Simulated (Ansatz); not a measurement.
# PbS (Galena) in Ansatz: the effect of exact exchange

The system is PbS (Galena).

```
CELL_PARAMETERS angstrom
0.00000 2.96575 2.96575
2.96575 0.00000 2.96575
2.96575 2.96575 0.00000
ATOMIC_POSITIONS crystal
Pb 0.00000 0.00000 0.00000
S 0.50000 0.50000 0.50000
```

Alike in all runs:

| Property | Result |
| --- | --- |
| Program | Ansatz 0.2.0 |
| Task | single point |
| Functional | HSE06 form with a typed share of exact exchange |
| Potentials or basis | Ansatz PAW |
| Cutoff | 420 eV (not typed: the program's choice for these potentials) |
| k mesh | 4 × 4 × 4 |
| Occupations | fermi-dirac, width 0.05 eV |
| Spin | no spin polarisation |

Task: One run gave: gap on the mesh 0.53 eV; pressure 1.9 GPa. Which exact exchange did it use?
A. 0.1
B. 0.05
C. 0.3
D. 0.15
E. 0.25

Result: A.

| exact exchange | gap on the mesh (eV) | pressure (GPa) |
| --- | --- | --- |
| 0.05 | 0.44 | 2.1 |
| 0.1 | 0.53 | 1.9 |
| 0.15 | 0.62 | 1.6 |
| 0.2 | 0.71 | 1.4 |
| 0.25 | 0.81 | 1.2 |
| 0.3 | 0.91 | 1.0 |
| 0.4 | 1.11 | 0.6 |
| 0.5 | 1.32 | 0.3 |

Caveats: all runs use coarse meshes; spin-orbit coupling is left out, which as a rule narrows the gap of such compounds by several tenths of an eV; the PAW data sets come from PBE, with cores solved anew for the run's functional, which leaves a small shift of forces and pressure; the thresholds are loose for stress.

A k mesh can miss the band edges.
